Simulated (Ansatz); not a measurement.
# CdTe: the cost of one run

Method: DFT r²SCAN, scalar-relativistic, plane waves, PAW, in Ansatz 0.2.0.

3 further runs of the same task are left out: 3 set aside as unsound or not needed.

## (1) The system as given

The cell holds 32 atoms (Cd15LuTe16): a = 11.355 Å, b = 11.355 Å, c = 11.355 Å, α = 109.47°, β = 109.47°, γ = 109.47°.

The coordinates of this cell stand in the input of its own run.

The host was relaxed before at r²SCAN: a = 6.556 Å, b = 6.556 Å, c = 6.556 Å, α = 90.00°, β = 90.00°, γ = 90.00° (conventional cell), 35.220 Å³/atom.

Places, in fractions of the supercell: Lu in place of Cd at (0.250, 0.500, 0.250). Its neighbours start displaced at random by about 0.03 Å.

## (2) Band edges of the host over the zone

input.yaml reads:

```yaml
crystal:
  lattice:
    - [0.0, 3.277894723, 3.277894723]
    - [3.277894723, 0.0, 3.277894723]
    - [3.277894723, 3.277894723, 0.0]
  atoms:
    - { symbol: Cd, position: [0.0, 0.0, 0.0] }
    - { symbol: Te, position: [0.25, 0.25, 0.25] }
basis:
  ecutwfc: 500
  xc_grid: 3
kpoints:
  mp_grid: { grid: [6, 6, 6] }
  band_path: { path: [VBM, CBM], npoints: 2 }
hamiltonian:
  xc: r2scan
scf:
  occupations: { method: gaussian, width: 0.02 }
output:
  forces: true
  stress: true
  eigenvalues: true
```

Launch:

```console
$ ansatz run input.yaml --threads 8 --pin off --max-ram 14336MiB --backend cpu --events-out ev --progress --plain --runs-dir out
```

**Question.** How long does this run take on 8 threads of Arm Neoverse V2, shared host, and how much memory does it need?

About 2.1 s, with a peak of 0.53 GiB.
